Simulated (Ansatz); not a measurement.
Li₂O:
```
Li2O
1.0
    0.00000     2.31301     2.31301
    2.31301     0.00000     2.31301
    2.31301     2.31301     0.00000
O Li
1 2
Cartesian
  0.00000   0.00000   0.00000
  1.15650   1.15650   1.15650
  3.46951   3.46951   3.46951
```

Relaxed with PBE.

Question: Give the optical modes at the zone centre with their infrared and Raman activity from DFPT, the program Ansatz at the PBE level (PAW).

Answer: Transverse frequencies, without the LO–TO term; a row sums one degenerate level.

| ω (cm⁻¹) | degeneracy | IR ((D/Å)²/amu) | Raman (Å⁴/amu) | activity | symmetry |
|---|---|---|---|---|---|
| 422 | 3 | 30.53 | 0 | IR | T1u |
| 519 | 3 | 0.00 | 6.1 | Raman | T2g |

Question: How high does the top mode go among those that the LO–TO term moves?

Answer: 692 cm⁻¹ for q along x.

Space group Fm-3m (anti-fluorite). The PBE relaxation kept the symmetry of its start; phonons on a q-mesh show no instability.

Potentials: the later of the program's two PAW sets.
